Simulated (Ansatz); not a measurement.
Ge, DFT, PBE, PAW with Ansatz's default frozen-core files, scalar-relativistic (Ansatz 0.2.0), run on 1 thread of Intel(R) Xeon(R) 6975P-C (Granite Rapids) on a shared host.

Structure from Materials Project entry mp-1007760 (possibly hypothetical), not relaxed further. The listed cell was then made from it by scaling, straining or moving an atom.

Command: `ansatz run input.yaml --threads 1 --pin off --max-ram 4096MiB --backend cpu --events-out ev --progress --plain --runs-dir out`

```yaml
crystal:
  lattice:
    - [3.9975858431, 0.0, 0.0]
    - [-1.9987929216, 3.462010894, 0.0]
    - [0.0, 0.0, 6.4013966115]
  atoms:
    - { symbol: Ge, position: [0.6666666667, 0.3333333333, 0.06290125] }
    - { symbol: Ge, position: [0.3333333333, 0.6666666667, 0.56290125] }
    - { symbol: Ge, position: [0.6666666667, 0.3333333333, 0.43709875] }
    - { symbol: Ge, position: [0.3333333333, 0.6666666667, 0.93709875] }
kpoints:
  mp_grid: { grid: [11, 11, 6] }
scf:
  occupations: { method: fermi_dirac, width: 0.05 }
hamiltonian:
  xc: pbe
  pseudopotentials: { kind: paw }
output:
  forces: true
  stress: true
  eigenvalues: true
  efg: { contact_densities: true }
```

(1) How large is the problem that the program sets up?

(2) About how long does it take, and how much memory does it use?

(3) And the same cell and mesh by all-electron PAW (datasets made for this crystal), asked for forces, stress, eigenvalues, efg, on the same hardware?

Answers

(1) 64 irreducible k-points, 1761 plane waves at Γ, 34 bands.

(2) 5.1 s of wall time for 6 SCF iterations, with a peak of 0.5 GiB. Times on shared machines scatter by tens of per cent.

(3) 6.2 s, peak memory 0.58 GiB.
